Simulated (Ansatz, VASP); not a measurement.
**Al in VASP and in Ansatz**

```
Al
1.0
    -1.56735    1.56735    1.54348
     1.56735   -1.56735    1.54348
     1.56735    1.56735   -1.54348
Al
1
Direct
  0.00000 0.00000 0.00000
```

Change from the starting cell: strain -0.015 along x and y, -0.030 along z, atoms carried along.

Alike in both runs: task single point; functional PBE; k mesh 20 × 20 × 20; occupations gaussian, width 0.15 eV; no spin polarisation.

|  | VASP | Ansatz |
| --- | --- | --- |
| version | VASP 6.6.1 | Ansatz 0.2.0 |
| potentials or method | VASP PAW PBE potentials, release 64 (Al) | scalar-relativistic, plane waves, PAW |
| plane-wave cutoff (eV) | 520 | 420 |
| valence electrons in the cell | 3 | 3 |

```csv
,VASP,Ansatz,Ansatz less VASP
gap on the k mesh at the Fermi level (eV),none,none,-
pressure (GPa),9.6,9.6,+0.02
largest component of the traceless stress (GPa),0.68,0.68,-0.004
```

A gap of «none» marks a metal or a gap that the smearing closes. The functional is the same, so the differences come from potentials, cutoffs and numerics.
